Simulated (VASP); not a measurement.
# CdS (P2_1/m) in VASP: a series of runs

Aim: see how the results for CdS move with the level of theory and the settings. Levels: r2SCAN, PBE. Tasks: single point.

All numbers are computed with VASP 6.6.1; they aren't measurements. Logs are shortened: lines on timing, memory, paths and dates and some standing lists are left out, and cuts for length are marked.

### Step 1. The cell of the first run

Symmetry: P2_1/m, No. 11, monoclinic system. The conventional cell has a = 4.350 Å, b = 5.748 Å, c = 4.409 Å, α = 90.00°, β = 118.67°, γ = 90.00°. Cd (site symmetry m) has 5 S at 2.54 to 2.87 Å as nearest neighbours. Around S (site symmetry m) lie 5 Cd at 2.54 to 2.87 Å.

The cell was built by a generator and needn't be a form met in nature.

### Step 2. Single point, r2SCAN (shear_xy strain -3.1%)

Contents of POSCAR:

```
CdS
1.0
    4.4085296658     -0.0678913569      0.0000000000
   -2.2630604726      3.8518443624      0.0000000000
    0.0000000000      0.0000000000      5.7481181665
Cd S
2 2
Direct
    0.3346351485      0.6665815758      0.2500000000
    0.6653648515      0.3334184242      0.7500000000
    0.6596241547      0.3329732743      0.2500000000
    0.3403758453      0.6670267257      0.7500000000
```

Contents of INCAR.step1:

```
SYSTEM = CdS
PREC = Accurate ; ENCUT = 520
ISMEAR = 0 ; SIGMA = 0.01
LREAL = .False. ; LASPH = .True.
NELM = 100 ; NBANDS = 26
GGA = PE ; ALGO = Normal
EDIFF = 1E-4 ; LWAVE = .True.
LCHARG = .False.
```

Contents of INCAR.step2:

```
SYSTEM = CdS
PREC = Accurate ; ENCUT = 520
EDIFF = 1E-6 ; ISMEAR = 0
SIGMA = 0.01 ; LREAL = .False.
LASPH = .True. ; NELM = 100
ALGO = Normal ; ISIF = 2
LWAVE = .False. ; LCHARG = .False.
METAGGA = R2SCAN ; LMIXTAU = .True.
NBANDS = 26 ; ISTART = 1
```

Contents of KPOINTS:

```
Automatic mesh
0
Gamma
  6 6 4
  0 0 0
```

Potentials or basis: VASP PAW PBE potentials, release 64 (Cd, S).

On the command line:

```
cat potpaw_PBE.64/Cd/POTCAR potpaw_PBE.64/S/POTCAR > POTCAR
cp INCAR.step1 INCAR
mpirun -np 1 vasp_std > vasp.out
cp INCAR.step2 INCAR
mpirun -np 1 vasp_std > vasp.out
```

OUTCAR:

```text
SYSTEM = CdS
   PREC = Accurate
   ENCUT = 520
   EDIFF = 1E-6
   ISMEAR = 0
   LREAL = .False.
   LASPH = .True.
   NELM = 100
   ISIF = 2
   METAGGA = R2SCAN
   ISTART = 1

 ion  position               nearest neighbor table
   1  0.335  0.667  0.250-   3 2.54   3 2.55   3 2.55   4 2.87   4 2.87
   2  0.665  0.333  0.750-   4 2.54   4 2.55   4 2.55   3 2.87   3 2.87
   3  0.660  0.333  0.250-   1 2.54   1 2.55   1 2.55   2 2.87   2 2.87
   4  0.340  0.667  0.750-   2 2.54   2 2.55   2 2.55   1 2.87   1 2.87

  LATTYP: Found a simple monoclinic cell.
 ALAT       =     4.3498664815
 B/A-ratio  =     1.3214470354
 C/A-ratio  =     1.0136063755
 COS(beta)  =    -0.4797730850

  Lattice vectors:

 A1 = (   2.1454691932,   3.7839530055,   0.0000000000)
 A2 = (   0.0000000000,   0.0000000000,  -5.7481181665)
 A3 = (  -4.4085296658,   0.0678913569,   0.0000000000)

Analysis of symmetry for initial positions (statically):
=====================================================================
 Subroutine PRICEL returns:
 Original cell was already a primitive cell.

 Routine SETGRP: Setting up the symmetry group for a
 simple monoclinic supercell.

 Subroutine GETGRP returns: Found  4 space group operations
 (whereof  2 operations were pure point group operations)
 out of a pool of  4 trial point group operations.

The static configuration has the point symmetry S_2 .
 The point group associated with its full space group is C_2h.

Analysis of symmetry for dynamics (positions and initial velocities):
=====================================================================
 Subroutine PRICEL returns:
 Original cell was already a primitive cell.

 Routine SETGRP: Setting up the symmetry group for a
 simple monoclinic supercell.

 Subroutine GETGRP returns: Found  4 space group operations
 (whereof  2 operations were pure point group operations)
 out of a pool of  4 trial point group operations.

The dynamic configuration has the point symmetry S_2 .
 The point group associated with its full space group is C_2h.

 Subroutine INISYM returns: Found  4 space group operations
 (whereof  2 operations are pure point group operations),
 and found     1 'primitive' translations

----------------------------------------------------------------------------------------

                                     Primitive cell

  volume of cell :      96.7255

  direct lattice vectors                    reciprocal lattice vectors
     4.408529666 -0.067891357  0.000000000     0.228904101  0.134487215  0.000000000
    -2.263060473  3.851844362  0.000000000     0.004034589  0.261986317  0.000000000
     0.000000000  0.000000000  5.748118167     0.000000000  0.000000000  0.173969980

  length of vectors
     4.409052398  4.467454275  5.748118167     0.265488038  0.262017382  0.173969980

  position of ions in fractional coordinates (direct lattice)
     0.334635148  0.666581576  0.250000000
     0.665364852  0.333418424  0.750000000
     0.659624155  0.332973274  0.250000000
     0.340375845  0.667026726  0.750000000

  ion indices of the primitive-cell ions
   primitive index   ion index
                 1           1
                 2           2
                 3           3
                 4           4

----------------------------------------------------------------------------------------

 KPOINTS: Automatic mesh

Automatic generation of k-mesh.
 Grid dimensions read from file:
 generate k-points for:    6    6    4

 Generating k-lattice:

  Cartesian coordinates                     Fractional coordinates (reciprocal lattice)
     0.038150683  0.022414536  0.000000000     0.166666667  0.000000000  0.000000000
     0.000672432  0.043664386  0.000000000    -0.000000000  0.166666667  0.000000000
     0.000000000  0.000000000  0.043492495     0.000000000  0.000000000  0.250000000

  Length of vectors
     0.044248006  0.043669564  0.043492495

  Shift w.r.t. Gamma in fractional coordinates (k-lattice)
     0.000000000  0.000000000  0.000000000

 Subroutine IBZKPT returns following result:
 ===========================================

 Found     60 irreducible k-points:

 Following reciprocal coordinates:
            Coordinates               Weight
  0.000000  0.000000  0.000000      1.000000
  0.166667  0.000000  0.000000      2.000000
  0.333333  0.000000  0.000000      2.000000
  0.500000  0.000000  0.000000      1.000000
  0.000000  0.166667  0.000000      2.000000
  0.166667  0.166667  0.000000      2.000000
[... 16 lines left out ...]
  0.333333  0.000000  0.250000      4.000000
  0.500000  0.000000  0.250000      2.000000
 [... further k-points ...]
   k-points           NKPTS =     60   k-points in BZ     NKDIM =     60   number of bands    NBANDS=     26
   number of dos      NEDOS =    301   number of ions     NIONS =      4
   total plane-waves  NPLWV =  62208
   dimension x,y,z NGX =    36 NGY =   36 NGZ =   48
   dimension x,y,z NGXF=    72 NGYF=   72 NGZF=   96
   ions per type =               2   2
   NGX,Y,Z   is equivalent  to a cutoff of  13.57, 13.40, 13.88 a.u.
   NGXF,Y,Z  is equivalent  to a cutoff of  27.15, 26.79, 27.76 a.u.
 SYSTEM =  CdS
   PREC   = accura    normal or accurate (medium, high low for compatibility)
   ISTART =      1    job   : 0-new  1-cont  2-samecut
   ICHARG =      0    charge: 1-file 2-atom 10-const
   ISPIN  =      1    spin polarized calculation?
   LNONCOLLINEAR =      F non collinear calculations
   LSORBIT =      F    spin-orbit coupling
   LASPH  =      T    aspherical Exc in radial PAW
   ENCUT  =  520.0 eV  38.22 Ry    6.18 a.u.   8.20  8.31 10.69*2*pi/ulx,y,z
   NELM   =    100;   NELMIN=  2; NELMDL=  0     # of ELM steps
   EDIFF  = 0.1E-05   stopping-criterion for ELM
   LREAL  =      F    real-space projection
   EDIFFG = 0.1E-04   stopping-criterion for IOM
   NSW    =      0    number of steps for IOM
   IBRION =     -1    ionic relax: 0-MD 1-quasi-New 2-CG
   NFREE  =      0    steps in history (QN), initial steepest desc. (CG)
   ISIF   =      2    stress and relaxation
   ISYM   =      2    0-nonsym 1-usesym 2-fastsym
   POTIM  = 0.5000    time-step for ionic-motion
   TEBEG  =    0.0;   TEEND  =   0.0 temperature during run
   PSTRESS=    0.0 pullay stress
   NELECT =      36.0000    total number of electrons
   NUPDOWN=      -1.0000    fix difference up-down
   EMIN   =  10.00;   EMAX   =-10.00  energy-range for DOS
   EFERMI =   0.00;   METHOD = LEGACY
   ISMEAR =     0;   SIGMA  =   0.01  broadening in eV -4-tet -1-fermi 0-gaus
   EFERMI_NEDOS =   21; number of points for ismear=-14 and -15
   IALGO  =     38    algorithm
   IMIX   =      4    mixing-type and parameters
     AMIX     =   0.40;   BMIX     =  1.00
     AMIX_MAG =   1.60;   BMIX_MAG =  1.00
  volume/ion in A,a.u.               =      24.18       163.18
  Fermi-wavevector in a.u.,A,eV,Ry     =   1.177593  2.225329 18.867557  1.386726
  Thomas-Fermi vector in A             =   2.313937
   LORBIT       =      0    0 simple, 1 ext, 2 COOP (PROOUT), +10 PAW based schemes
   METAGGA = R2SCAN    functional components
   LHFCALC =     F    Hartree Fock is set to
   AEXX    =    0.0000 exact exchange contribution
   IVDW    =     0    specifies the selected vdW correction
   LEPSILON=     F    determine dielectric tensor
   LRPA    =     F    only Hartree local field effects (RPA)
 non-spin polarized calculation
 Gauss-broadening in eV      SIGMA  =   0.01
  energy-cutoff  :      520.00
  volume of cell :       96.73
 maximum number of plane-waves:      2618
 NGX is ok and might be reduce to    36
   NGX = 17   NGY = 17   NGZ = 21

 number of electron      35.9999996 magnetization

 Free energy of the ion-electron system (eV)
  ---------------------------------------------------
  ext. energy  EPLUGINS =         0.00000000
  ---------------------------------------------------
  free energy    TOTEN  =       -59.05931454 eV

  energy without entropy =      -59.05931454  energy(sigma->0) =      -59.05931454

 E-fermi :   1.3987     XC(G=0):  -9.8734

 val. band max:        1.3053752329   @ k =   0.3333   0.3333   0.5000
 cond. band min:       2.7586162002   @ k =   0.0000   0.0000   0.0000
 fundamental gap:      1.4532409673
 Fermi energy:         1.3986500492

 k-point     1 :       0.0000    0.0000    0.0000
  band No.  band energies     occupation
      1     -11.6004      2.00000
      2     -10.8974      2.00000
      3      -6.7237      2.00000
      4      -6.7224      2.00000
      5      -6.7108      2.00000
      6      -6.7096      2.00000
[... 18 lines left out ...]
     25      10.7229      0.00000
     26      10.7513      0.00000

 k-point     2 :       0.1667    0.0000    0.0000
  band No.  band energies     occupation
      1     -11.5018      2.00000
      2     -10.8771      2.00000
      3      -6.6782      2.00000
      4      -6.6679      2.00000
      5      -6.6551      2.00000
      6      -6.6417      2.00000
[... 18 lines left out ...]
     25       9.6694      0.00000
     26      10.5263      0.00000

 k-point     3 :       0.3333    0.0000    0.0000
  band No.  band energies     occupation
      1     -11.2773      2.00000
      2     -10.8619      2.00000
      3      -6.5545      2.00000
      4      -6.5369      2.00000
      5      -6.5036      2.00000
      6      -6.4620      2.00000
[... 18 lines left out ...]
     25      10.0072      0.00000
     26      10.5521      0.00000

 k-point     4 :       0.5000    0.0000    0.0000
  band No.  band energies     occupation
      1     -11.1318      2.00000
      2     -10.8867      2.00000
      3      -6.4892      2.00000
      4      -6.4461      2.00000
      5      -6.4358      2.00000
      6      -6.4279      2.00000
[... 18 lines left out ...]
     25      10.6974      0.00000
     26      12.0952      0.00000
[... 496 lines left out ...]
      1     -11.3824      2.00000
      2     -10.9310      2.00000
      3      -6.6957      2.00000
      4      -6.6840      2.00000
      5      -6.6762      2.00000
      6      -6.6656      2.00000
[... 18 lines left out ...]
     25       9.2369      0.00000
     26      10.0803      0.00000

 k-point    23 :       0.3333    0.0000    0.2500
  band No.  band energies     occupation
      1     -11.1810      2.00000
      2     -10.8801      2.00000
      3      -6.5706      2.00000
      4      -6.5533      2.00000
      5      -6.5396      2.00000
      6      -6.5150      2.00000
[... 18 lines left out ...]
     25      10.1632      0.00000
     26      10.4798      0.00000

 k-point    24 :       0.5000    0.0000    0.2500
  band No.  band energies     occupation
      1     -11.0561      2.00000
      2     -10.8783      2.00000
      3      -6.5324      2.00000
      4      -6.4911      2.00000
      5      -6.4776      2.00000
      6      -6.4626      2.00000
[... 18 lines left out ...]
     25      10.1519      0.00000
     26      11.6894      0.00000

 [... further k-points ...]

------------------------ aborting loop because EDIFF is reached ----------------------------------------

  FORCE on cell =-STRESS in cart. coord.  units (eV):
  Direction    XX          YY          ZZ          XY          YZ          ZX
  --------------------------------------------------------------------------------------
  -------------------------------------------------------------------------------------
  Total        0.2225856      0.2485851      0.1618039      0.2341612      0.0000000      0.0000000
  in kB        3.6869463      4.1176071      2.6801481      3.8786858      0.0000000      0.0000000
  external PRESSURE =       3.4949005 kB  Pullay stress =       0.0000000 kB

 VOLUME and BASIS-vectors are now :
 -----------------------------------------------------------------------------
  energy-cutoff  :      520.00
  volume of cell :       96.73
      direct lattice vectors                 reciprocal lattice vectors
     4.408529666 -0.067891357  0.000000000     0.228904101  0.134487215  0.000000000
    -2.263060473  3.851844362  0.000000000     0.004034589  0.261986317  0.000000000
     0.000000000  0.000000000  5.748118167     0.000000000  0.000000000  0.173969980

 POSITION                                       TOTAL-FORCE (eV/Angst)
 -----------------------------------------------------------------------------------
     -0.03327      2.54485      1.43703         0.001667     -0.000114     -0.000000
      2.17873      1.23910      4.31109        -0.001667      0.000114      0.000000
      2.15443      1.23778      1.43703        -0.001850     -0.000018      0.000000
     -0.00896      2.54617      4.31109         0.001850      0.000018      0.000000
 -----------------------------------------------------------------------------------
    total drift:                               -0.000000     -0.000000      0.000000

  FREE ENERGIE OF THE ION-ELECTRON SYSTEM (eV)
  ---------------------------------------------------
  free  energy   TOTEN  =       -59.0593145449 eV

  energy  without entropy=      -59.0593145449  energy(sigma->0) =      -59.05931454
```

Wall time 6.8 min (1 thread of Intel Xeon Platinum 8488C (Sapphire Rapids), shared host); peak memory 0.33 GiB.

Results:

| Property | Result |
| --- | --- |
| Free energy | -59.0593 eV |
| Pressure | 0.3 GPa |
| Band gap on the k mesh | 1.45 eV, indirect (least direct gap 1.67 eV) |

Caveat: the PAW data sets were made with another functional, which shifts forces and pressure a little. A k mesh can miss the band edges.

(Continued in part 2 of 2.)
